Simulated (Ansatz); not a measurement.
# TiAl: the cost of one run

Program: Ansatz 0.2.0. Level of theory: DFT PBE, scalar-relativistic, plane waves, PAW. These are calculated values, not measurements.

## 1. The starting structure

Symmetry: P4/mmm, No. 123, tetragonal system. The conventional cell has a = 2.837 Å, b = 2.837 Å, c = 4.059 Å, α = 90.00°, β = 90.00°, γ = 90.00°. Ti (site symmetry 4/mmm) is surrounded by 4 Ti at 2.84 Å and 8 Al at 2.85 Å. Around Al (site symmetry 4/mmm) lie 4 Al at 2.84 Å and 8 Ti at 2.85 Å.

Coordinates:

```
CELL_PARAMETERS angstrom
2.83730 0.00000 0.00000
0.00000 2.83730 0.00000
0.00000 0.00000 4.05910
ATOMIC_POSITIONS crystal
Ti 0.00000 0.00000 0.00000
Al 0.50000 0.50000 0.50000
```

The cell is taken as given, not relaxed at this level.

## 2. The reference cell

Reference values: F = -3037.9900 eV; pressure -0.70 GPa; largest force 0.000 eV/Å; gap on the mesh none (metal). It was computed beforehand with the settings of the runs below.

## 3. Setting up a sublattice displacement scan

Every Al atom is moved by x along the Cartesian unit vector (-1.000, 0.000, 0.000); the cell and all other atoms stay fixed. Forces below are components along that vector, summed over the moved atoms.

## 4. Point x = -0.100 Å

input.yaml

```yaml
crystal:
  lattice:
    - [2.8373, 0.0, 0.0]
    - [0.0, 2.8373, 0.0]
    - [0.0, 0.0, 4.0591]
  atoms:
    - { symbol: Ti, position: [0.0, 0.0, 0.0] }
    - { symbol: Al, position: [0.535244775, 0.5, 0.5] }
basis:
  ecutwfc: 420
kpoints:
  mp_grid: { grid: [16, 16, 12] }
hamiltonian:
  xc: pbe
scf:
  occupations: { method: gaussian, width: 0.15 }
output:
  forces: true
  stress: true
  eigenvalues: true
  write_density: true
  write_potential: true
  elf: true
  volumetric_format: npy
```

Command:

```bash
> ansatz run input.yaml --threads 1 --pin off --max-ram 2560MiB --backend cpu --events-out ev --progress --plain --runs-dir out
```

What time and memory should one allow on 1 thread of Intel Xeon Platinum 8259CL at 2.50GHz (Skylake/Cascade Lake), shared host?

About 22 s, with a peak of 0.57 GiB.
